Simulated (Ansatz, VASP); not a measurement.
# One calculation of CaO, two programs

```
Ca O
1.0
     3.99198    0.00000    0.00000
    -1.99599    3.45715    0.00000
     0.00000    0.00000    4.78484
Ca O
2 2
Direct
  0.33333 0.66667 0.75000
  0.66667 0.33333 0.25000
  0.33333 0.66667 0.25000
  0.66667 0.33333 0.75000
```

The cell comes from a database or a generator and needn't be the stable form of this composition.

Alike in both runs: task single point; functional LDA; k mesh 6 × 6 × 4; occupations gaussian, width 0.1 eV; no spin polarisation.

```csv
,VASP,Ansatz
version,VASP 6.6.1,Ansatz 0.2.0
potentials or method,"VASP PAW LDA potentials, release 64 (Ca_sv, O)","scalar-relativistic, plane waves, PAW"
plane-wave cutoff (eV),520,420
valence electrons in the cell,32,32
```

|  | VASP | Ansatz | Ansatz less VASP |
| --- | --- | --- | --- |
| gap on the k mesh at the Fermi level (eV) | 3.00 | 3.01 | +0.007 |
| least direct gap on the mesh (eV) | 3.00 | 3.01 | +0.007 |
| pressure (GPa) | -5.1 | -5.7 | -0.64 |
| largest component of the traceless stress (GPa) | 0.49 | 0.52 | +0.030 |

Expect the measured gap to be larger: semilocal functionals such as LDA lack the derivative discontinuity.
